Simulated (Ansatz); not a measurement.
BeO in the wurtzite structure (space group P6_3mc, No. 186)

```
CELL_PARAMETERS angstrom
      2.69049     0.00000     0.00000
     -1.34524     2.33003     0.00000
      0.00000     0.00000     4.36988
ATOMIC_POSITIONS crystal
  Be 0.66667 0.33333 0.00145
  Be 0.33333 0.66667 0.50145
  O  0.66667 0.33333 0.62375
  O  0.33333 0.66667 0.12375
```

Method: Kohn–Sham DFT with the r2SCAN functional, run in Ansatz (an electronic-structure program) with PAW and 500 eV plane waves, no spin-orbit coupling. Settings: 14×14×8 k-points, 0.05 eV Fermi–Dirac smearing.

| Item | Result |
|---|---|
| Volume per atom | 6.85 Å³ |
| Density | 3.03 g/cm³ |
| Band gap | 8.55 eV, direct at Γ |
| Electron mass | 0.53 mₑ along c, 0.61 mₑ across |
| Total energy | -332.638 eV/atom (σ→0; compares only within this code and set-up) |

Effective masses come from finite differences of ±0.01 Å⁻¹. Whether these cells are dynamically stable was not tested.
